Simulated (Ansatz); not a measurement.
A crystal relaxed with r2SCAN in Ansatz 0.2.0 has space group P1 (No. 1) and a = 4.345 Å, b = 4.873 Å, c = 5.321 Å, α = 99.6°, β = 96.3°, γ = 94.0°.

| atom | site | x | y | z |
| --- | --- | --- | --- | --- |
| Xx | 1a | 0.5486 | 0.3015 | 0.7197 |
| Si | 1a | 0.0732 | 0.7817 | 0.8179 |
| Si | 1a | 0.4823 | 0.7328 | 0.3397 |
| Si | 1a | 0.9157 | 0.2583 | 0.2123 |
| O | 1a | 0.1493 | 0.4498 | 0.8060 |
| O | 1a | 0.7372 | 0.6412 | 0.5900 |
| O | 1a | 0.6997 | 0.5086 | 0.1186 |
| O | 1a | 0.2491 | 0.4171 | 0.3436 |
| O | 1a | 0.7408 | 0.0750 | 0.3977 |
| O | 1a | 0.2725 | 0.8687 | 0.1165 |
| O | 1a | 0.2866 | 0.9157 | 0.6118 |
| O | 1a | 0.8449 | 0.0498 | 0.9263 |

The r2SCAN gap is indirect, 4.99 eV (k = (1/8, 0.354, -0.062) to R₂), below the direct gap of 5.21 eV at k = (1/3, -1/2, -1/6). HSE06 gives an indirect gap of 6.21 eV, from k = (1/8, 0.354, -0.062) to R₂; the least direct gap is 6.45 eV at k = (1/3, -1/2, -1/6). The PBE0 gap is indirect, 6.99 eV (k = (1/8, 0.354, -0.062) to R₂), below the direct gap of 7.22 eV at k = (1/3, -1/2, -1/6). Meshes: r2SCAN 6×6×6, HSE06 4×4×4, PBE0 4×4×4. r2SCAN's ε∞ is 3.7 along x and y, 3.6 along z.

Question: Which element is Xx?
A. Zr
B. Ti
C. Sn
D. Hf

Answer: D. Xx is Hf: HfSi3O8 on the sites of monoclinic HfO2 (relaxed group P1). Around Hf lie 7 O at 2.00–2.43 Å; around Si lie 5 O at 1.67–1.81 Å; around Si lie 6 O at 1.67–1.90 Å; around Si lie 4 O at 1.62–1.70 Å; around O lie 1 Si at 1.67 Å and 1 Hf at 2.00 Å; around O lie 2 Si at 1.77–1.81 Å and 1 Hf at 2.05 Å; around O lie 2 Si at 1.70–1.85 Å and 1 Hf at 2.20 Å; around O lie 2 Si at 1.62–1.79 Å and 1 Hf at 2.43 Å (further sites aren't listed).

No spin polarisation and no zero-point or thermal motion; the cell was built from a prototype and may be hypothetical.

No spin-orbit coupling is included; it can move band edges with weight on the heavy atoms by tenths of an eV.

Where an edge lies off the special points, it is a point of the mesh or the k point where a search put PBE's edge or least direct gap, reused for the other functionals, whose own edges may lie a little apart.

Coordinates of k points refer to the reciprocal vectors of the primitive cell of the runs.

The meshes of the hybrids are coarse, so their gaps aren't converged to the digits shown.

For a response run the program warns that the ground state's bands aren't all converged, so ε∞ carries an extra error.
